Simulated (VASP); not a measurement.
Input:

```
NaBr
1.0
    0.00000     2.88918     2.88918
    2.88918     0.00000     2.88918
    2.88918     2.88918     0.00000
Na Br
1 1
Cartesian
  0.00000   0.00000   0.00000
  2.88918   2.88918   2.88918
```

Method: LDA (Ceperley-Alder, Perdew-Zunger), VASP's LDA PAW potentials (set 64) (plane waves; VASP). Run with 400 eV cut-off, 10×10×10 Γ-centred mesh, Gaussian smearing of 0.010 eV, potentials Na_pv Br.

Question: Give the direction-averaged independent-particle dielectric function (no local fields, no excitons; a broadening of 0.1 eV leaves a tail below the gap, and fine structure carries the noise of the k-mesh).

Answer: 
```tsv
ħω (eV)	ε₁	ε₂
0.00	3.39	0.00
0.40	3.40	0.00
0.80	3.42	0.01
1.30	3.46	0.01
1.70	3.51	0.01
2.10	3.58	0.02
2.60	3.69	0.03
3.00	3.82	0.04
3.50	4.05	0.06
3.90	4.36	0.12
4.30	4.69	0.25
4.80	4.55	0.75
5.20	5.17	0.99
5.70	4.92	0.96
6.10	6.47	2.21
6.50	5.86	3.10
7.00	5.12	4.23
7.40	3.11	7.58
7.90	1.84	6.09
8.30	0.79	3.47
8.70	3.05	3.79
9.20	1.74	4.26
9.60	0.04	5.03
10.10	-0.61	5.08
```
ε₂ peaks at 7.3 eV (height 7.7), 8.9 eV (height 5.6), 9.4 eV (height 6.4); ε₁(0) averages 3.39, so the electronic refractive index below the gap tends to √3.39 = 1.84.

The compound is NaBr in the rock salt structure. It was relaxed first, which changed the volume by -9 %.
